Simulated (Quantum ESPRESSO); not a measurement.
GaN: phonons with WC

Crystal: GaN.

```
CELL_PARAMETERS angstrom
3.18000 0.00000 0.00000
-1.59000 2.75396 0.00000
0.00000 0.00000 5.16600
ATOMIC_POSITIONS crystal
Ga 0.66667 0.33333 0.50000
Ga 0.33333 0.66667 0.00000
N 0.66667 0.33333 0.87500
N 0.33333 0.66667 0.37500
```

| Property | Result |
| --- | --- |
| Program | Quantum ESPRESSO 7.5 |
| Task | phonons |
| Functional | WC |
| Potentials or basis | PseudoDojo 0.4.1 SR PBE standard |
| Cutoff | 1143 eV |
| Density cutoff | 4572 eV |
| k mesh | 8 × 8 × 4, shifted |
| Occupations | fermi-dirac, width 0.05 eV |
| Spin | no spin polarisation |
| Mixing beta | 0.5 |
| Most SCF iterations | 120 |
| SCF threshold | 8e-10 Ry |

| Item | Value |
| --- | --- |
| Relaxed volume | 11.44 Å³/atom |
| Relaxed cell | a = 3.189 Å, b = 3.189 Å, c = 5.196 Å, α = 90.00°, β = 90.00°, γ = 120.00° |
| Space group after relaxing (to 0.05 Å) | P6_3mc (No. 186) |
| Pressure after relaxing | 0.0 GPa |
| Electronic dielectric tensor (diagonal) | 6.01, 6.01, 5.97 |
| Born charges (mean of the diagonal) | Ga +2.68; N -2.68 e |
| Highest phonon frequency at Γ, LO-TO splitting left out | 674 cm⁻¹ |
| Static dielectric tensor (diagonal) | 10.38, 10.38, 11.20 |

Step by step:
```tsv
step	energy change (eV)	largest force (eV/Å)	pressure (GPa)	volume (Å³)
1	0.0000	0.1317	2.17	45.24
2	-0.0050	0.0255	0.04	45.74
3	-0.0051	0.0106	-0.01	45.76
4	-0.0051	0.0020	-0.01	45.76
5	-0.0051	0.0009	-0.01	45.76
6	-0.0051	0.0005	0.00	45.75
```

Final structure:
```
Ga N
1.0
     3.18859    0.00000    0.00000
    -1.59429    2.76140    0.00000
     0.00000    0.00000    5.19645
Ga N
2 2
Direct
  0.66667 0.33333 0.49922
  0.33333 0.66667 0.99922
  0.66667 0.33333 0.87578
  0.33333 0.66667 0.37578
```

Levels at points of the mesh, in eV from the valence-band top:
| k point | band 16 | band 17 | band 18 | band 19 | band 20 | band 21 |
| --- | --- | --- | --- | --- | --- | --- |
| (0.00, 0.00, 0.12) | -0.52 | 0.00 | 0.00 | 2.30 | 4.23 | 9.00 |

Phonon frequencies in cm⁻¹ (negative: imaginary):
```
              q point                                frequencies
(0.000, 0.000, 0.000)  5 7 7 136 136 326 519 541 541 549 549 674
```

Electronic dielectric tensor:
```
6.01 0.00 0.00
0.00 6.01 0.00
0.00 0.00 5.97
```

Born effective charge tensors (e):
atom 1, Ga
```
2.63 0.00 0.00
0.00 2.63 0.00
0.00 0.00 2.77
```
atom 2, Ga
```
2.63 0.00 0.00
0.00 2.63 0.00
0.00 0.00 2.77
```
atom 3, N
```
-2.64  0.00  0.00
 0.00 -2.64  0.00
 0.00  0.00 -2.76
```
atom 4, N
```
-2.64  0.00  0.00
 0.00 -2.64  0.00
 0.00  0.00 -2.76
```

Optical modes at Γ, degenerate ones joined, polar ones without the macroscopic field:
| cm⁻¹ | components | symmetry | active in | IR intensity, summed ((D/Å)²/amu) |
| --- | --- | --- | --- | --- |
| 136 | 2 | E2 | Raman | 0.00 |
| 326 | 1 | B1 | silent | 0.00 |
| 519 | 1 | A1 | IR and Raman | 30.25 |
| 542 | 2 | E1 | IR and Raman | 55.00 |
| 549 | 2 | E2 | Raman | 0.00 |
| 674 | 1 | B1 | silent | 0.00 |

Zone-centre frequencies without and with the macroscopic field along z (cm⁻¹):
```csv
,optical modes in rising order
without,136 136 326 519 542 542 549 549 674
with the field,136 136 326 542 542 549 549 674 711
```

Static dielectric tensor, electrons and zone-centre modes:
```
10.38  0.00  0.00
 0.00 10.38  0.00
 0.00  0.00 11.20
```

Wall time 21 min on 1 thread of Arm Neoverse V2 (shared host), peak memory 0.09 GiB.

Caveat: the potentials were made for another functional, which shifts forces and pressure.
